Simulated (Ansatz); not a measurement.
**TaN (Fm-3m), trigonal deformation path**

All numbers below come from DFT PBE, scalar-relativistic, plane waves, PAW in Ansatz. Settings: plane waves to 420 eV, k-mesh 26×26×26 (Γ-centred), Gaussian smearing 0.15 eV. Spin–orbit coupling is left out, which can shift energies with elements as heavy as these. No spin polarisation. Energies are free energies at this smearing, counted from the undisturbed cell; pressure is positive in compression.

The starting cell (relaxed at this level; with this scan's settings it stands at -0.1 GPa; this rock-salt form isn't the usual structure):

```yaml
crystal:
  lattice:
    - [0.00000, 2.20863, 2.20863]
    - [2.20863, 0.00000, 2.20863]
    - [2.20863, 2.20863, 0.00000]
  atoms:
    - { symbol: Ta, position: [0.50000, 0.50000, 0.50000] }
    - { symbol: N, position: [0.00000, 0.00000, 0.00000] }
```

At fixed volume and fractional coordinates, lengths along (0.577, 0.577, 0.577) are scaled against those across it; ρ is that ratio over its starting value. The cell is metallic on the mesh throughout. At ρ = 0.500 the cell becomes cubic (Pm-3m), and there the slope of the energy vanishes by symmetry.

```tsv
ρ	ΔE (meV/atom)	pressure (GPa)
0.500	507.3	-10.2
0.600	529.1	-5.2
0.710	380.3	-0.4
0.850	92.0	0.8
0.930	16.1	0.2
1.000	0.0	-0.1
1.080	14.9	0.3
1.200	75.8	1.6
1.410	390.0	4.3
1.700	1458.4	17.1
2.000	2825.4	45.1
```

Cost: 11 runs of about 1.9 core-minutes in all, on AMD EPYC 9R45 (Zen 5) (shared hosts).